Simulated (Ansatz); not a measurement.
# SnO2: the cost of one run

Computed with Ansatz 0.2.0 (DFT PBEsol, scalar-relativistic, plane waves, PAW, unless a step's input says otherwise).

2 further runs of the same task are left out: 1 that didn't finish, 1 set aside as unsound or not needed. Runs told in other sessions of the task aren't counted.

### 1 Starting point

Symmetry: P6_422, No. 181, hexagonal system. Conventional cell: a = 5.080 Å, b = 5.080 Å, c = 5.558 Å, α = 90.00°, β = 90.00°, γ = 120.00°. Si (site symmetry 222) has 4 O at 1.62 Å in its first shell of neighbours. O (site symmetry 2) has 2 Si at 1.62 Å in its first shell of neighbours.

As a file:

```
CELL_PARAMETERS angstrom
5.08022 0.00000 0.00000
-2.54011 4.39960 0.00000
0.00000 0.00000 5.55837
ATOMIC_POSITIONS crystal
Si 0.00000 0.50000 0.33333
Si 0.50000 0.50000 0.66667
Si 0.50000 0.00000 0.00000
O 0.58451 0.79225 0.83333
O 0.79225 0.58451 0.50000
O 0.79225 0.20775 0.16667
O 0.41549 0.20775 0.83333
O 0.20775 0.41549 0.50000
O 0.20775 0.79225 0.16667
```

It goes back to an entry of the Materials Project, which need not be the stable form.

It is the result of an earlier relaxation at this level (volume 13.80 Å³/atom; gap on the mesh: 5.55 eV).

### 2 Swap Si → Sn

SnO2 starts from the relaxed positions of SiO2, with all lengths scaled by 1.070, a guess from tabulated radii.

### 3 A first look at the start (SnO2)

Input file input.yaml:

```yaml
crystal:
  lattice:
    - [5.4350298875, 0.0, 0.0]
    - [-2.7175149438, 4.7068739529, 0.0]
    - [0.0, 0.0, 5.9465711049]
  atoms:
    - { symbol: Sn, position: [0.0, 0.5, 0.3333333333] }
    - { symbol: Sn, position: [0.5, 0.5, 0.6666666667] }
    - { symbol: Sn, position: [0.5, 0.0, 0.0] }
    - { symbol: O, position: [0.5845091975, 0.7922545988, 0.8333333333] }
    - { symbol: O, position: [0.7922545988, 0.5845091975, 0.5] }
    - { symbol: O, position: [0.7922545988, 0.2077454012, 0.1666666667] }
    - { symbol: O, position: [0.4154908025, 0.2077454012, 0.8333333333] }
    - { symbol: O, position: [0.2077454012, 0.4154908025, 0.5] }
    - { symbol: O, position: [0.2077454012, 0.7922545988, 0.1666666667] }
basis:
  ecutwfc: 420
kpoints:
  mp_grid: { grid: [6, 6, 4] }
hamiltonian:
  xc: pbesol
scf:
  occupations: { method: gaussian, width: 0.1 }
output:
  forces: true
  stress: true
  eigenvalues: true
```

On the command line:

```
> ansatz run input.yaml --threads 2 --pin off --max-ram 5120MiB --backend cpu --events-out ev --progress --plain --runs-dir out
```

Q: Estimate wall time and peak memory on 2 threads of Arm Neoverse V1, shared host.

About 7 s, with a peak of 0.42 GiB.
